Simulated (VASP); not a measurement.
# TiSe2 (P-3m1) in VASP: notebook

One crystal, TiSe2, is run at these levels: LDA; tasks: relaxation of cell and atoms.

The COD entry that gives the cell may itself be a prediction, so a difference from it is no test against experiment.

Program: VASP 6.6.1. These are calculated values, not measurements. Logs are shortened: lines on timing, memory, paths and dates and some standing lists are left out, and cuts for length are marked.

## 1. Starting point

It takes space group P-3m1 (No. 164, trigonal). The conventional cell has a = 3.536 Å, b = 3.536 Å, c = 6.004 Å, α = 90.00°, β = 90.00°, γ = 120.00°. Around Ti (site symmetry -3m) lie 6 Se at 2.55 Å. Se (site symmetry 3m) is surrounded by 3 Ti at 2.55 Å.

## 2. Relaxation of cell and atoms, LDA

INCAR reads:

```
SYSTEM = TiSe2
ALGO = Normal
EDIFF = 1E-6
EDIFFG = -0.01
ENCUT = 600
GGA = CA
IBRION = 2
ISIF = 3
ISMEAR = 1
LASPH = .TRUE.
LCHARG = .FALSE.
LREAL = .FALSE.
LWAVE = .FALSE.
NELM = 80
NSW = 90
PREC = Accurate
SIGMA = 0.1
```

KPOINTS reads:

```
k-points
0
G
  12 12 6
  0 0 0
```

POSCAR reads:

```
TiSe2
1.0
    3.5360000000      0.0000000000      0.0000000000
   -1.7680000000      3.0622658278      0.0000000000
    0.0000000000      0.0000000000      6.0040000000
Ti Se
1 2
Direct
    0.0000000000      0.0000000000      0.0000000000
    0.3333333333      0.6666666667      0.2552000000
    0.6666666667      0.3333333333      0.7448000000
```

Potentials or basis: VASP PAW LDA potentials, release 64 (Ti_sv, Se).

Run with:

```console
$ cat potpaw_LDA.64/Ti_sv/POTCAR potpaw_LDA.64/Se/POTCAR > POTCAR
$ mpirun -np 1 vasp_std > vasp.out
```

OUTCAR:

```text
SYSTEM = TiSe2
   EDIFF = 1E-6
   EDIFFG = -0.01
   ENCUT = 600
   GGA = CA
   IBRION = 2
   ISIF = 3
   ISMEAR = 1
   LASPH = .TRUE.
   LREAL = .FALSE.
   NELM = 80
   NSW = 90
   PREC = Accurate

 ion  position               nearest neighbor table
   1  0.000  0.000  0.000-   2 2.55   3 2.55   3 2.55   2 2.55   3 2.55   2 2.55
   2  0.333  0.667  0.255-   1 2.55   1 2.55   1 2.55
   3  0.667  0.333  0.745-   1 2.55   1 2.55   1 2.55

  LATTYP: Found a hexagonal cell.
 ALAT       =     3.5360000000
 C/A-ratio  =     1.6979638009

  Lattice vectors:

 A1 = (   3.5360000000,   0.0000000000,   0.0000000000)
 A2 = (  -1.7680000000,   3.0622658278,   0.0000000000)
 A3 = (   0.0000000000,   0.0000000000,   6.0040000000)

Analysis of symmetry for initial positions (statically):
=====================================================================
 Subroutine PRICEL returns:
 Original cell was already a primitive cell.

 Routine SETGRP: Setting up the symmetry group for a
 hexagonal supercell.

 Subroutine GETGRP returns: Found 12 space group operations
 (whereof 12 operations were pure point group operations)
 out of a pool of 24 trial point group operations.

The static configuration has the point symmetry D_3d.

Analysis of symmetry for dynamics (positions and initial velocities):
=====================================================================
 Subroutine PRICEL returns:
 Original cell was already a primitive cell.

 Routine SETGRP: Setting up the symmetry group for a
 hexagonal supercell.

 Subroutine GETGRP returns: Found 12 space group operations
 (whereof 12 operations were pure point group operations)
 out of a pool of 24 trial point group operations.

The dynamic configuration has the point symmetry D_3d.

 Subroutine INISYM returns: Found 12 space group operations
 (whereof 12 operations are pure point group operations),
 and found     1 'primitive' translations

----------------------------------------------------------------------------------------

                                     Primitive cell

  volume of cell :      65.0123

  direct lattice vectors                    reciprocal lattice vectors
     3.536000000  0.000000000  0.000000000     0.282805430  0.163277791  0.000000000
    -1.768000000  3.062265828  0.000000000     0.000000000  0.326555582  0.000000000
     0.000000000  0.000000000  6.004000000     0.000000000  0.000000000  0.166555630

  length of vectors
     3.536000000  3.536000000  6.004000000     0.326555582  0.326555582  0.166555630

  position of ions in fractional coordinates (direct lattice)
     0.000000000  0.000000000  0.000000000
     0.333333333  0.666666667  0.255200000
     0.666666667  0.333333333  0.744800000

  ion indices of the primitive-cell ions
   primitive index   ion index
                 1           1
                 2           2
                 3           3

----------------------------------------------------------------------------------------

 KPOINTS: k-points

Automatic generation of k-mesh.
 Grid dimensions read from file:
 generate k-points for:   12   12    6

 Generating k-lattice:

  Cartesian coordinates                     Fractional coordinates (reciprocal lattice)
     0.023567119  0.013606483  0.000000000     0.083333333  0.000000000  0.000000000
     0.000000000  0.027212965  0.000000000     0.000000000  0.083333333  0.000000000
     0.000000000  0.000000000  0.027759272     0.000000000  0.000000000  0.166666667

  Length of vectors
     0.027212965  0.027212965  0.027759272

  Shift w.r.t. Gamma in fractional coordinates (k-lattice)
     0.000000000  0.000000000  0.000000000

 Subroutine IBZKPT returns following result:
 ===========================================

 Found    100 irreducible k-points:

 Following reciprocal coordinates:
            Coordinates               Weight
  0.000000  0.000000  0.000000      1.000000
  0.083333  0.000000  0.000000      6.000000
  0.166667  0.000000  0.000000      6.000000
  0.250000  0.000000  0.000000      6.000000
  0.333333  0.000000  0.000000      6.000000
  0.416667  0.000000  0.000000      6.000000
[... 16 lines left out ...]
  0.166667  0.000000  0.166667      6.000000
  0.000000  0.166667  0.166667      6.000000
 [... further k-points ...]
   k-points           NKPTS =    100   k-points in BZ     NKDIM =    100   number of bands    NBANDS=     16
   number of dos      NEDOS =    301   number of ions     NIONS =      3
   total plane-waves  NPLWV =  37632
   dimension x,y,z NGX =    28 NGY =   28 NGZ =   48
   dimension x,y,z NGXF=    56 NGYF=   56 NGZF=   96
   ions per type =               1   2
   NGX,Y,Z   is equivalent  to a cutoff of  13.16, 13.16, 13.29 a.u.
   NGXF,Y,Z  is equivalent  to a cutoff of  26.33, 26.33, 26.58 a.u.
 SYSTEM =  TiSe2
   PREC   = accura    normal or accurate (medium, high low for compatibility)
   ISTART =      0    job   : 0-new  1-cont  2-samecut
   ICHARG =      2    charge: 1-file 2-atom 10-const
   ISPIN  =      1    spin polarized calculation?
   LNONCOLLINEAR =      F non collinear calculations
   LSORBIT =      F    spin-orbit coupling
   LASPH  =      T    aspherical Exc in radial PAW
   ENCUT  =  600.0 eV  44.10 Ry    6.64 a.u.   7.06  7.06 11.99*2*pi/ulx,y,z
   NELM   =     80;   NELMIN=  2; NELMDL= -5     # of ELM steps
   EDIFF  = 0.1E-05   stopping-criterion for ELM
   LREAL  =      F    real-space projection
   EDIFFG = -.1E-01   stopping-criterion for IOM
   NSW    =     90    number of steps for IOM
   IBRION =      2    ionic relax: 0-MD 1-quasi-New 2-CG
   NFREE  =      1    steps in history (QN), initial steepest desc. (CG)
   ISIF   =      3    stress and relaxation
   ISYM   =      2    0-nonsym 1-usesym 2-fastsym
   POTIM  = 0.5000    time-step for ionic-motion
   TEBEG  =    0.0;   TEEND  =   0.0 temperature during run
   PSTRESS=    0.0 pullay stress
   NELECT =      24.0000    total number of electrons
   NUPDOWN=      -1.0000    fix difference up-down
   EMIN   =  10.00;   EMAX   =-10.00  energy-range for DOS
   EFERMI =   0.00;   METHOD = LEGACY
   ISMEAR =     1;   SIGMA  =   0.10  broadening in eV -4-tet -1-fermi 0-gaus
   EFERMI_NEDOS =   21; number of points for ismear=-14 and -15
   IALGO  =     38    algorithm
   IMIX   =      4    mixing-type and parameters
     AMIX     =   0.40;   BMIX     =  1.00
     AMIX_MAG =   1.60;   BMIX_MAG =  1.00
  volume/ion in A,a.u.               =      21.67       146.24
  Fermi-wavevector in a.u.,A,eV,Ry     =   1.174393  2.219280 18.765127  1.379198
  Thomas-Fermi vector in A             =   2.310790
   LORBIT       =      0    0 simple, 1 ext, 2 COOP (PROOUT), +10 PAW based schemes
   GGA     = CA    functional components
   LHFCALC =     F    Hartree Fock is set to
   AEXX    =    0.0000 exact exchange contribution
   IVDW    =     0    specifies the selected vdW correction
   LEPSILON=     F    determine dielectric tensor
   LRPA    =     F    only Hartree local field effects (RPA)
 conjugate gradient relaxation of ions
 non-spin polarized calculation
 Methfessel and Paxton  Order N= 1 SIGMA  =   0.10
  energy-cutoff  :      600.00
  volume of cell :       65.01
 maximum number of plane-waves:      2193
   NGX = 15   NGY = 15   NGZ = 23

--------------------------------------- Ionic step        1  -------------------------------------------

 number of electron      24.0000002 magnetization

 Free energy of the ion-electron system (eV)
  ---------------------------------------------------
  ext. energy  EPLUGINS =         0.00000000
  ---------------------------------------------------
  free energy    TOTEN  =       -20.27174154 eV

  energy without entropy =      -20.27213386  energy(sigma->0) =      -20.27187231

------------------------ aborting loop because EDIFF is reached ----------------------------------------

  FORCE on cell =-STRESS in cart. coord.  units (eV):
  Direction    XX          YY          ZZ          XY          YZ          ZX
  --------------------------------------------------------------------------------------
  -------------------------------------------------------------------------------------
  Total       -1.9735813     -1.9735813     -1.5669476      0.0000000     -0.0000000      0.0000000
  in kB      -48.6373346    -48.6373346    -38.6161727      0.0000000     -0.0000000      0.0000000
  external PRESSURE =     -45.2969473 kB  Pullay stress =       0.0000000 kB
[... 92 lines left out ...]
  FREE ENERGIE OF THE ION-ELECTRON SYSTEM (eV)
  ---------------------------------------------------
  free  energy   TOTEN  =       -20.3193305495 eV

  energy  without entropy=      -20.3196356600  energy(sigma->0) =      -20.31943225

[... ionic steps 4 to 8 ...]

--------------------------------------- Ionic step        9  -------------------------------------------

 number of electron      24.0000001 magnetization

------------------------ aborting loop because EDIFF is reached ----------------------------------------

  FORCE on cell =-STRESS in cart. coord.  units (eV):
  Direction    XX          YY          ZZ          XY          YZ          ZX
  --------------------------------------------------------------------------------------
  -------------------------------------------------------------------------------------
  Total       -0.3199905     -0.3199905     -0.3289487     -0.0000000     -0.0000000      0.0000000
  in kB       -8.5794017     -8.5794017     -8.8195828     -0.0000000     -0.0000000      0.0000000
  external PRESSURE =      -8.6594620 kB  Pullay stress =       0.0000000 kB
[... 59 lines left out ...]
  energy  without entropy=      -20.3400298793  energy(sigma->0) =      -20.34008261

--------------------------------------- Ionic step       11  -------------------------------------------

 number of electron      24.0000000 magnetization

 Free energy of the ion-electron system (eV)
  ---------------------------------------------------
  ext. energy  EPLUGINS =         0.00000000
  ---------------------------------------------------
  free energy    TOTEN  =       -20.34010887 eV

  energy without entropy =      -20.34002814  energy(sigma->0) =      -20.34008196

 E-fermi :   5.6925     XC(G=0): -10.7419

 val. band max:        5.6812254419   @ k =   0.0000   0.3333   0.1667
 cond. band min:       5.6975093171   @ k =   0.5000   0.0000   0.1667
 fundamental gap:      0.0162838752
 Fermi energy:         5.6925413679

 k-point     1 :       0.0000    0.0000    0.0000
  band No.  band energies     occupation
      1     -50.9887      2.00000
      2     -27.6309      2.00000
      3     -27.6015      2.00000
      4     -27.6015      2.00000
      5      -8.6916      2.00000
      6      -6.9632      2.00000
[... 8 lines left out ...]
     15       6.4272     -0.00000
     16       9.1627      0.00000
[... 420 lines left out ...]
  band No.  band energies     occupation
      1     -50.9857      2.00000
      2     -27.6337      2.00000
      3     -27.6237      2.00000
      4     -27.6087      2.00000
      5      -8.2863      2.00000
      6      -6.9786      2.00000
[... 8 lines left out ...]
     15       7.3244     -0.00000
     16       8.7828      0.00000

 [... further k-points ...]

------------------------ aborting loop because EDIFF is reached ----------------------------------------

  FORCE on cell =-STRESS in cart. coord.  units (eV):
  Direction    XX          YY          ZZ          XY          YZ          ZX
  --------------------------------------------------------------------------------------
  -------------------------------------------------------------------------------------
  Total        0.0113439      0.0113439     -0.0169518     -0.0000000     -0.0000000      0.0000000
  in kB        0.3057155      0.3057155     -0.4568446     -0.0000000     -0.0000000      0.0000000
  external PRESSURE =       0.0515288 kB  Pullay stress =       0.0000000 kB
[... 18 lines left out ...]
  FREE ENERGIE OF THE ION-ELECTRON SYSTEM (eV)
  ---------------------------------------------------
  free  energy   TOTEN  =       -20.3401088682 eV

  energy  without entropy=      -20.3400281369  energy(sigma->0) =      -20.34008196

 reached required accuracy - stopping structural energy minimisation
```

Wall time 9.9 min (1 thread of Intel Xeon Platinum 8488C (Sapphire Rapids), shared host); peak memory 0.26 GiB.

Results:

```
Free energy                            : -20.3401 eV
Relaxed volume                         : 19.82 Å³/atom
Relaxed cell                           : a = 3.440 Å, b = 3.440 Å, c = 5.801 Å, α = 90.00°, β = 90.00°, γ = 120.00°
Space group after relaxing (to 0.05 Å) : P-3m1 (No. 164)
Energy gained by relaxing              : 22.8 meV/atom
Ionic steps                            : 11
Pressure after relaxing                : 0.0 GPa
Largest force after relaxing           : 0.005 eV/Å
Band gap on the k mesh                 : none (metal or under the smearing width)
```

Forces in eV/Å, atoms in the order of the input:
```
Ti   0.000  0.000  0.000
Se   0.000  0.000 -0.005
Se   0.000  0.000  0.005
```

Stress tensor (GPa, compression positive):
```
 0.03  0.00  0.00
 0.00  0.03  0.00
 0.00  0.00 -0.05
```

The path:
```csv
step,energy change (eV),largest force (eV/Å),pressure (GPa),volume (Å³)
1,0.0000,0.2554,-4.53,65.01
2,-0.0097,0.8432,4.42,59.42
3,-0.0476,0.2952,-0.20,61.96
4,-0.0555,0.2094,-0.18,61.48
5,-0.0604,0.0191,-0.14,60.45
6,-0.0608,0.0610,-0.14,60.67
7,-0.0636,0.0639,-0.01,60.32
8,-0.0678,0.0649,0.50,59.28
9,-0.0666,0.1282,-0.87,59.76
10,-0.0684,0.0062,-0.02,59.45
11,-0.0684,0.0050,0.01,59.45
```

Final structure:
```
Ti Se
1.0
     3.44010    0.00000    0.00000
    -1.72005    2.97922    0.00000
     0.00000    0.00000    5.80074
Ti Se
1 2
Direct
  0.00000 0.00000 0.00000
  0.33333 0.66667 0.26560
  0.66667 0.33333 0.73440
```

Levels at points of the mesh, in eV from the Fermi level:
```tsv
k point	band 9	band 10	band 11	band 12	band 13	band 14	band 15	band 16
(0.00, 0.00, 0.00)	-2.26	0.47	0.52	0.52	0.54	0.73	0.73	3.47
(0.50, 0.00, 0.00)	-2.99	-2.94	-2.25	-1.39	0.03	1.55	1.99	3.36
(0.00, 0.00, 0.50)	-2.17	-2.17	0.39	0.39	0.50	0.50	1.35	3.97
(0.50, 0.00, 0.50)	-2.89	-2.58	-1.05	-0.77	-0.33	1.55	1.96	3.21
```

LDA usually gives volumes a few per cent too small. Zero-point motion and thermal expansion aren't in these numbers.

## 3. Relaxation of cell and atoms, LDA

This run uses another cell than the first one, of 19.82 Å³/atom, 0.914 times its volume.

INCAR: that of step 2 with these lines changed.

```diff
@@ -2,4 +2,4 @@
 ALGO = Normal
-EDIFF = 1E-6
-EDIFFG = -0.01
+EDIFF = 1E-7
+EDIFFG = -0.005
 ENCUT = 600
```

KPOINTS is that of step 2.

POSCAR reads:

```
TiSe2                                   
1.0
    3.4401027028      0.0000000000     -0.0000000000
   -1.7200513514      2.9792163323      0.0000000000
    0.0000000000      0.0000000000      5.8007389694
  Ti              Se            
     1     2
Direct
     0.0000000000000000    0.0000000000000000    0.0000000000000000
     0.3333333332999970    0.6666666667000030    0.2655976677435544
     0.6666666667000030    0.3333333332999970    0.7344023322564457
```

Potentials or basis: VASP PAW LDA potentials, release 64 (Ti_sv, Se).

Run with:

```console
$ cat potpaw_LDA.64/Ti_sv/POTCAR potpaw_LDA.64/Se/POTCAR > POTCAR
$ mpirun -np 1 vasp_std > vasp.out
```

Wall time 2.3 min (1 thread of Intel Xeon Platinum 8488C (Sapphire Rapids), shared host); peak memory 0.25 GiB.

Results (log left out):

```
Free energy                            : -20.3393 eV
Relaxed volume                         : 19.82 Å³/atom
Relaxed cell                           : a = 3.441 Å, b = 3.441 Å, c = 5.799 Å, α = 90.00°, β = 90.00°, γ = 120.00°
Space group after relaxing (to 0.05 Å) : P-3m1 (No. 164)
Energy gained by relaxing              : 0.0 meV/atom
Ionic steps                            : 2
Pressure after relaxing                : 0.0 GPa
Band gap on the k mesh                 : none (metal or under the smearing width)
```

Final structure:
```
Ti Se
1.0
     3.44100    0.00000    0.00000
    -1.72050    2.98000    0.00000
     0.00000    0.00000    5.79886
Ti Se
1 2
Direct
  0.00000 0.00000 0.00000
  0.33333 0.66667 0.26556
  0.66667 0.33333 0.73444
```

Levels at points of the mesh, in eV from the Fermi level:
| k point | band 10 | band 11 | band 12 | band 13 | band 14 | band 15 |
| --- | --- | --- | --- | --- | --- | --- |
| (0.00, 0.00, 0.00) | 0.47 | 0.52 | 0.52 | 0.54 | 0.73 | 0.73 |
| (0.50, 0.00, 0.00) | -2.94 | -2.26 | -1.40 | 0.04 | 1.55 | 1.98 |
| (0.00, 0.00, 0.50) | -2.18 | 0.39 | 0.39 | 0.50 | 0.50 | 1.35 |
| (0.50, 0.00, 0.50) | -2.58 | -1.05 | -0.78 | -0.32 | 1.54 | 1.95 |
